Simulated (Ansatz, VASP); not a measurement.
**HfN in VASP and in Ansatz**

Contents of INCAR:

```
PREC = Accurate
ENCUT = 520
EDIFF = 1E-7
ISMEAR = -1
SIGMA = 0.05
LREAL = False
LASPH = True
NELM = 80
ALGO = Normal
ISIF = 2
LWAVE = False
LCHARG = False
GGA = PE
NBANDS = 23
```

Contents of KPOINTS:

```
Automatic mesh
0
Gamma
  10 10 5
```

Contents of POSCAR:

```
HfN
1.0
    3.1339080219      0.0000000000      0.0000000000
   -1.5669540110      2.7140439601      0.0000000000
    0.0000000000      0.0000000000      5.4167677200
Hf N
2 2
Direct
    0.3333333333      0.6666666667      0.2500000000
    0.6666666667      0.3333333333      0.7500000000
    0.0000000000      0.0000000000      0.5000000000
    0.0000000000      0.0000000000      0.0000000000
```

The input input.yaml:

```yaml
crystal:
  lattice:
    - [3.1339080219, 0.0, 0.0]
    - [-1.566954011, 2.7140439601, 0.0]
    - [0.0, 0.0, 5.41676772]
  atoms:
    - { symbol: Hf, position: [0.3333333333, 0.6666666667, 0.25] }
    - { symbol: Hf, position: [0.6666666667, 0.3333333333, 0.75] }
    - { symbol: "N", position: [0.0, 0.0, 0.5] }
    - { symbol: "N", position: [0.0, 0.0, 0.0] }
hamiltonian:
  xc: pbe
  pseudopotentials: { kind: paw }
kpoints:
  mp_grid: { grid: [10, 10, 5] }
scf:
  occupations: { method: fermi_dirac, width: 0.05 }
output:
  forces: true
  stress: true
  eigenvalues: true
```

The cell comes from a database or a generator and needn't be the stable form of this composition.

Alike in both runs: task single point; functional PBE; k mesh 10 × 10 × 5; occupations fermi-dirac, width 0.05 eV; no spin polarisation.

|  | VASP | Ansatz |
| --- | --- | --- |
| version | VASP 6.6.1 | Ansatz 0.2.0 |
| potentials or method | VASP PAW PBE potentials, release 64 (Hf_pv, N) | Ansatz PAW |
| plane-wave cutoff (eV) | 520 | 420 |
| valence electrons in the cell | 30 | 62 |

|  | VASP | Ansatz | Ansatz less VASP |
| --- | --- | --- | --- |
| gap on the k mesh at the Fermi level (eV) | none | none | - |
| pressure (GPa) | 3.8 | 6.0 | +2.27 |
| largest component of the traceless stress (GPa) | 0.19 | 0.26 | +0.073 |

A gap of «none» marks a metal or a gap that the smearing closes. The two sets of potentials don't hold the same shells in valence.

Caveats: the pressure holds a Pulay correction of +0.5 GPa for the finite cutoff (Ansatz). The runs have no spin-orbit coupling, so splittings on Hf are missing.
